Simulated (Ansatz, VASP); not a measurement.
**One calculation of InAs, two programs**

```
In As
1.0
     0.00000    3.04389    3.04389
     3.04389    0.00000    3.04389
     3.04389    3.04389    0.00000
In As
1 1
Direct
  0.00000 0.00000 0.00000
  0.25000 0.25000 0.25000
```

Alike in both runs: task single point; functional r2SCAN; k mesh 12 × 12 × 12; occupations gaussian, width 0.1 eV; no spin polarisation.

```csv
,VASP,Ansatz
version,VASP 6.6.1,Ansatz 0.2.0
potentials or method,"VASP PAW PBE potentials, release 64 (In_d, As)","scalar-relativistic, plane waves, PAW"
plane-wave cutoff (eV),520,500
valence electrons in the cell,18,28
```

```csv
,VASP,Ansatz,Ansatz less VASP
gap on the k mesh at the Fermi level (eV),0.14,0.14,+0.001
least direct gap on the mesh (eV),0.14,0.14,+0.001
pressure (GPa),0.6,0.6,0.00
```

The two sets of potentials don't hold the same shells in valence.

Caveats: the PAW data sets were made with another functional, which shifts forces and pressure a little (VASP); spin-orbit coupling is left out, which moves the levels of the heavy elements.
